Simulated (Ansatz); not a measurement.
# Quadrupolar parameters in SnO2

The cell is a Materials Project structure (computed, not necessarily an observed phase).

```cif
data_SnO2
_symmetry_space_group_name_H-M 'Pnma'
_symmetry_Int_Tables_number 62
_cell_length_a 9.3347
_cell_length_b 3.2246
_cell_length_c 11.3536
_cell_angle_alpha 90.000
_cell_angle_beta 90.000
_cell_angle_gamma 90.000
loop_
_atom_site_label
_atom_site_type_symbol
_atom_site_symmetry_multiplicity
_atom_site_Wyckoff_symbol
_atom_site_fract_x
_atom_site_fract_y
_atom_site_fract_z
Sn1 Sn 4 c 0.4126 0.7500 0.6027
Sn5 Sn 4 c 0.5524 0.2500 0.8830
O9 O 4 c 0.9210 0.7500 0.5712
O13 O 4 c 0.0336 0.7500 0.2139
O17 O 4 c 0.6157 0.7500 0.5131
O21 O 4 c 0.8046 0.2500 0.3522
```

One atom of each set is listed.

All values are calculated (Ansatz; DFT, r2SCAN, plane waves and PAW (field gradients read without the response of the frozen cores, which leaves them typically 4 to 6 % off), scalar-relativistic, 500 eV cutoff, Γ-centred 3×6×2 k-points, Fermi–Dirac smearing 0.02 eV), not measured.

Conventions: |V_zz| ≥ |V_yy| ≥ |V_xx|, η = (V_xx − V_yy)/V_zz, C_Q = eQV_zz/h. ν_Q = 3|C_Q|/[2I(2I − 1)].

O-17: I = 5/2, Q = -25.58 mb. Quadrupole moments are those of Pyykkö's year-2017 table.

```tsv
site	atoms	first shell	C_Q (MHz)	η	ν_Q (MHz)
O9	4	3 Sn at 2.09–2.15 Å	4.31	0.02	0.647
O13	4	3 Sn at 2.08–2.11 Å	7.19	0.08	1.08
O17	4	3 Sn at 2.10–2.15 Å	4.45	0.05	0.667
O21	4	3 Sn at 2.09–2.12 Å	6.72	0.07	1.01
```

At O9, O13, O17 and O21 V_zz stands upright on the plane through its three neighbours (within 6°) in each case.

Sn has no stable isotope with a ground-state quadrupole moment in the table, so these sites are left out.

At this cell the r2SCAN pressure is -7 GPa, so with r2SCAN the cell would shrink if it were relaxed. The entry's cell may itself be off. The largest force is 0.5 eV/Å, so the atoms aren't at the calculated equilibrium and relaxing them would move these values. Without spin–orbit coupling (the program notes it for Sn) the gradients are little affected as a rule: paired runs on crystals with a gap mostly move them by under 2 % at such atoms.
